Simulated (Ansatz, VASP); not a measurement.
## One calculation of GaP, two programs

```xyz
2
Lattice="0.0000 2.6957 2.6957 2.6957 0.0000 2.6957 2.6957 2.6957 0.0000" Properties=species:S:1:pos:R:3 pbc="T T T"
Ga    0.0000    0.0000    0.0000
P     1.3479    1.3479    1.3479
```

Alike in both runs: functional LDA; k mesh 8 × 8 × 8; occupations gaussian, width 0.02 eV; no spin polarisation.

Ansatz relaxed the structure, and its values are those at the end. VASP's run is a single point on that final structure, the one shown.

|  | VASP | Ansatz |
| --- | --- | --- |
| version | VASP 6.6.1 | Ansatz 0.2.0 |
| potentials or method | VASP PAW LDA potentials, release 64 (Ga_d, P) | scalar-relativistic, plane waves, PAW |
| plane-wave cutoff (eV) | 520 | 420 |
| valence electrons in the cell | 18 | 18 |

```csv
,VASP,Ansatz,Ansatz less VASP
gap on the k mesh at the Fermi level (eV),1.43,1.43,+0.001
least direct gap on the mesh (eV),1.91,1.88,-0.029
pressure (GPa),0.1,0.0,-0.07
```

A k mesh can miss the band edges.
